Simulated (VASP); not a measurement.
## ZrSe2: single point with HSE06

ZrSe2:

```xyz
3
Lattice="3.7980 0.0000 0.0000 -1.8990 3.2892 0.0000 0.0000 0.0000 6.1920" Properties=species:S:1:pos:R:3 pbc="T T T"
Zr    0.0000    0.0000    0.0000
Se    1.8990    1.0964    4.6440
Se    0.0000    2.1928    1.5480
```

```json
{"Program": "VASP 6.6.1", "Task": "single point", "Functional": "HSE06", "Potentials or basis": "VASP PAW PBE potentials, release 64 (Zr_sv, Se)", "Cutoff": "520 eV", "k mesh": "4 × 4 × 2", "Occupations": "gaussian, width 0.02 eV", "Spin": "non-collinear spin, zero start, spin-orbit coupling", "Starting moments": "[[0.0, 0.0, 0.0], [0.0, 0.0, 0.0], [0.0, 0.0, 0.0]] μB"}
```

- Pressure: 1.0 GPa
- Largest force: 0.009 eV/Å
- Net moment: 0.00 μB per cell
- Valence electrons inside the program's atomic spheres: Zr 9.53; Se 3.97

Forces on the atoms (eV/Å):
```
Zr   0.000  0.000  0.000
Se   0.000  0.000 -0.009
Se   0.000  0.000  0.009
```

Stress tensor (GPa, compression positive):
```
0.86 0.00 0.00
0.00 0.86 0.00
0.00 0.00 1.42
```

Moments on the atoms (μB; x, y, z):
```
Zr  0.00 0.00 0.00
Se  0.00 0.00 0.00
Se  0.00 0.00 0.00
```

Run time: 7.2 min on 1 thread of Intel(R) Xeon(R) 6975P-C (Granite Rapids) (shared host), peak memory 0.45 GiB.

Caveat: the k mesh is coarse (spacing up to 0.51 Å⁻¹), so the values aren't converged, least of all with exact exchange; the PAW data sets were made with another functional, which shifts forces and pressure a little; this functional lacks dispersion, which binds the layers, so the pressure and a relaxed spacing across them are unreliable.
